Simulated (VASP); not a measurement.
Crystal: Ru.

```xyz
1
Lattice="-1.5037 1.5037 1.5037 1.5037 -1.5037 1.5037 1.5037 1.5037 -1.5037" Properties=species:S:1:pos:R:3 pbc="T T T"
Ru    0.0000    0.0000    0.0000
```

This isn't the form of Ru at room conditions, which is hcp.

| Property | Result |
| --- | --- |
| Program | VASP 6.6.1 |
| Task | relaxation of cell and atoms |
| Functional | r2SCAN |
| Potentials or basis | VASP PAW PBE potentials, release 64 (Ru_pv) |
| Cutoff | 600 eV |
| k mesh | 20 × 20 × 20 |
| Occupations | gaussian, width 0.1 eV |
| Spin | no spin polarisation |

At the start: pressure 9.4 GPa; volume 13.60 Å³/atom.

Question: Where does the relaxation end?

Answer: Over 4 steps the energy falls by 11.2 meV/atom and the volume is 13.99 Å³/atom (+2.9 %); space group Im-3m (No. 229, to 0.05 Å).

Step by step:
| step | energy change (eV) | largest force (eV/Å) | pressure (GPa) | volume (Å³) |
| --- | --- | --- | --- | --- |
| 1 | 0.0000 | 0.0000 | 9.38 | 13.60 |
| 2 | 0.0771 | 0.0000 | -21.06 | 15.23 |
| 3 | -0.0111 | 0.0000 | -0.29 | 14.01 |
| 4 | -0.0112 | 0.0000 | -0.01 | 13.99 |

Final structure:
```cif
data_structure
_symmetry_space_group_name_H-M 'P 1'
_symmetry_Int_Tables_number 1
_cell_length_a 2.6294
_cell_length_b 2.6294
_cell_length_c 2.6294
_cell_angle_alpha 109.471
_cell_angle_beta 109.471
_cell_angle_gamma 109.471
_cell_volume 13.99
loop_
_atom_site_label
_atom_site_type_symbol
_atom_site_fract_x
_atom_site_fract_y
_atom_site_fract_z
_atom_site_occupancy
Ru1 Ru 0.00000 0.00000 0.00000 1
```

Caveat: the PAW data sets were made with another functional, which shifts forces and pressure a little.
